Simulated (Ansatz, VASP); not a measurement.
**Two plane-wave programs on CoO**

INCAR

```
PREC = Accurate
ENCUT = 520
EDIFF = 1E-6
ISMEAR = -1
SIGMA = 0.05
LREAL = F
LASPH = T
NELM = 100
ALGO = Fast
ISIF = 2
LWAVE = F
LCHARG = F
ISPIN = 2
MAGMOM = 2 0
LORBIT = 11
LMAXMIX = 4
GGA = PE
IBRION = 2
NSW = 60
EDIFFG = -0.01
```

The input KPOINTS:

```
Automatic mesh
0
Gamma
  8 8 7
```

File POSCAR:

```
CoO
1.0
    2.8001655000      0.0000000000      0.0000000000
   -1.4000877000      2.4495100000      0.0000000000
    0.0000000000      0.0000000000      2.7217200000
Co O
1 1
Direct
    0.0000000000      0.0000000000      0.5000000000
    0.6666700000      0.3333300000      0.0000000000
```

The input input.yaml:

```yaml
crystal:
  lattice:
    - [2.8001655, 0.0, 0.0]
    - [-1.4000877, 2.44951, 0.0]
    - [0.0, 0.0, 2.72172]
  atoms:
    - { symbol: Co, position: [0.0, 0.0, 0.5], spin: 2.0 }
    - { symbol: O, position: [0.66667, 0.33333, 0.0] }
hamiltonian:
  xc: pbe
  pseudopotentials: { kind: paw }
magnetization:
  spin_polarized: true
kpoints:
  mp_grid: { grid: [8, 8, 7] }
scf:
  occupations: { method: fermi_dirac, width: 0.05 }
output:
  forces: true
  stress: true
  eigenvalues: true
relax:
  f_tol: 0.01
  max_steps: 40
```

Change from the starting cell: strain = -0.01.

Alike in both runs: task relaxation of the atoms; functional PBE; k mesh 8 × 8 × 7; occupations fermi-dirac, width 0.05 eV; collinear spin, ferromagnetic start.

|  | VASP | Ansatz |
| --- | --- | --- |
| version | VASP 6.6.1 | Ansatz 0.2.0 |
| potentials or method | VASP PAW PBE potentials, release 64 (Co, O) | Ansatz PAW |
| plane-wave cutoff (eV) | 520 | 420 |
| valence electrons in the cell | 15 | 23 |

|  | VASP | Ansatz | Ansatz less VASP |
| --- | --- | --- | --- |
| gap on the k mesh at the Fermi level, each at its own relaxed structure (eV) | none | none | - |
| net moment per atom (μB) | 1.50 | 1.50 | 0.000 |
| size of the moment on the site where the two differ most (μB) | 2.54 | 2.50 | -0.045 |

Site moments also hang on the region over which each program counts them. A gap of «none» marks a metal or a gap that the smearing closes. The two sets of potentials don't hold the same shells in valence.

Caveats: a cell with one magnetic atom can't hold antiferromagnetic order, which such compounds often take; semilocal functionals often make such compounds metallic where correlation or magnetic order opens a gap, which also shifts bond lengths; the relaxation stopped at its first step, so nothing moved (VASP).
